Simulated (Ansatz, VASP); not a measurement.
## One calculation of Mo, two programs

Contents of INCAR:

```
ALGO = Fast ; EDIFF = 1E-6
ENCUT = 520 ; GGA = PS
ISIF = 2 ; ISMEAR = 0
LASPH = T ; LCHARG = T
LELF = T ; LREAL = F
LVHAR = T ; LWAVE = F
NBANDS = 13 ; NELM = 80
PREC = Accurate ; SIGMA = 0.15
```

File KPOINTS:

```
k-points
0
Gamma
  24 24 24
```

POSCAR

```
Mo
1.0
    2.8108938102      0.0000000000      0.0000000000
   -1.4054469051      2.4343054470      0.0000000000
    0.0000000000      0.0000000000      2.3674675216
Mo
1
Direct
    0.0000000000      0.0000000000      0.5000000000
```

Input for Ansatz:

```yaml
crystal:
  lattice:
    - [2.8108938102, 0.0, 0.0]
    - [-1.4054469051, 2.434305447, 0.0]
    - [0.0, 0.0, 2.3674675216]
  atoms:
    - { symbol: Mo, position: [0.0, 0.0, 0.5] }
basis:
  ecutwfc: 420
kpoints:
  mp_grid: { grid: [24, 24, 24] }
hamiltonian:
  xc: pbesol
scf:
  occupations: { method: gaussian, width: 0.15 }
output:
  forces: true
  stress: true
  eigenvalues: true
```

Change from the starting cell: strain +0.025 along x and y, -0.050 along z, atoms carried along.

Alike in both runs: task single point; functional PBEsol; k mesh 24 × 24 × 24; occupations gaussian, width 0.15 eV; no spin polarisation.

|  | VASP | Ansatz |
| --- | --- | --- |
| version | VASP 6.6.1 | Ansatz 0.2.0 |
| potentials or method | VASP PAW PBE potentials, release 64 (Mo_sv) | scalar-relativistic, plane waves, PAW |
| plane-wave cutoff (eV) | 520 | 420 |
| valence electrons in the cell | 14 | 14 |

Ansatz gave:

```
gap on the k mesh at the Fermi level (eV)       : none
pressure (GPa)                                  : 3.1
largest component of the traceless stress (GPa) : 15.10
```

Task: What did VASP give for the same quantities?

Result: gap on the k mesh at the Fermi level (eV): none; pressure (GPa): 3.9; largest component of the traceless stress (GPa): 15.86.

A gap of «none» marks a metal or a gap that the smearing closes. The functional is the same, so the differences come from potentials, cutoffs and numerics.

Caveats: the PAW data sets were made with another functional, which shifts forces and pressure a little (VASP).
